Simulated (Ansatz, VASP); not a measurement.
One calculation of C, two programs

```
C
1.0
     2.58802    0.00000    0.00000
    -1.29401    2.24129    0.00000
     0.00000    0.00000    2.90638
C
3
Direct
  0.19344 0.80656 0.16667
  0.19344 0.38687 0.83333
  0.61313 0.80656 0.50000
```

Alike in both runs: task relaxation of cell and atoms; functional PBE; k mesh 6 × 6 × 6; occupations gaussian, width 0.1 eV; no spin polarisation.

```csv
,VASP,Ansatz
version,VASP 6.6.1,Ansatz 0.2.0
potentials or method,"VASP PAW PBE potentials, release 64 (C)","scalar-relativistic, plane waves, PAW"
plane-wave cutoff (eV),600,420
valence electrons in the cell,12,12
```

|  | VASP | Ansatz | Ansatz less VASP |
| --- | --- | --- | --- |
| gap on the k mesh at the Fermi level, each at its own relaxed structure (eV) | 1.93 | 1.94 | +0.014 |
| relaxed volume (Å³/atom) | 5.49 | 5.49 | -0.003 |
| relaxed cell length with the largest relative difference (Å) | 2.606 | 2.605 | -0.0005 |
| energy change over the relaxation (meV/atom) | -360 | -356 | +3.9 |

Caveats: the k mesh is coarse (spacing up to 0.47 Å⁻¹), so the values aren't converged.
